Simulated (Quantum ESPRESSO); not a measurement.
AlCu:

```xyz
2
Lattice="2.9975 0.0000 0.0000 0.0000 2.9975 0.0000 0.0000 0.0000 2.9975" Properties=species:S:1:pos:R:3 pbc="T T T"
Cu    1.4988    1.4988    1.4988
Al    0.0000    0.0000    0.0000
```

The cell comes from a database or a generator and needn't be the stable form of this composition.

| Quantity | Value |
| --- | --- |
| Program | Quantum ESPRESSO 7.5 |
| Task | single point |
| Functional | PBEsol |
| Potentials or basis | GBRV 1.5 PBEsol |
| Cutoff | 762 eV |
| Density cutoff | 6095 eV |
| k mesh | 9 × 9 × 9 |
| Occupations | fermi-dirac, width 0.05 eV |
| Spin | no spin polarisation |

On this cell: pressure -4.7 GPa; largest force zero by symmetry; band gap on the k mesh none (metal or under the smearing width).

The same run follows on a disturbed copy (atoms moved at random, drawn with an rms of 0.05 Å):

```
Cu Al
1.0
     2.99751    0.00000    0.00000
     0.00000    2.99751    0.00000
     0.00000    0.00000    2.99751
Cu Al
1 1
Cartesian
  1.5183 1.4770 1.4714
  0.0156 -0.0350 -0.0169
```

Question: What changes?

Answer: The energy (extrapolated to zero smearing) moves by +0.3 meV/atom; pressure -4.7 GPa; largest force 0.065 eV/Å; band gap on the k mesh none (metal or under the smearing width).

Forces on the atoms (eV/Å):
```
Cu  -0.014 -0.049  0.039
Al   0.014  0.049 -0.039
```
